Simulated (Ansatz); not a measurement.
## Hf₃N₄: do the settings matter for the field gradients?

Cell: a COD entry, taken as it stands.

Space group I-43d (No. 220); a = 6.7010 Å.

```csv
site,Wyckoff,site symmetry,x,y,z
Hf,12a,-4..,0.3750,0.0000,0.2500
N,16c,.3.,0.0630,0.0630,0.0630
```

One atom of each set is listed; the run and its k-mesh use a cell of 14 atoms with edges of 5.80, 5.80, 5.80 Å.

Reference run. Computed with Ansatz: DFT, PBE, plane waves and PAW, scalar-relativistic, 420 eV cutoff, Γ-centred 6×6×6 k-points, Fermi–Dirac smearing 0.02 eV.

Question: The input is changed as follows: `total_charge`: not typed → 1. What happens to V_zz (10²¹ V/m²) and η?

Answer: 

```csv
site,V_zz reference,η reference,V_zz changed,η changed
Hf,34.4,0.00,33.2,0.00
N,1.01,0.00,1.18,0.00
```

The largest change of V_zz is on Hf, from 34.4 to 33.2. In per cent, |V_zz| changes by -4 on Hf (all sites that start above 2). The changed cell holds a charge of +1 on a uniform background, so it isn't the neutral crystal. It has an odd number of electrons and no spin polarisation, so the extra carrier is shared by both spins and spread out, where a real one carries spin and can localise. The gap no longer holds the Fermi energy in the changed run, so its gradients also hang on the k-mesh and the smearing. SCF iterations: 7 and 9.

On the reference run: The calculated pressure of 7 GPa (PBE) comes partly from the unrelaxed atoms: it is 3.4 GPa once they are relaxed in the same cell. The largest force is 0.3 eV/Å, so the atoms aren't at the calculated equilibrium and relaxing them would move these values. Without spin–orbit coupling the gradients at and beside Hf can be off by some per cent, at some sites by more.
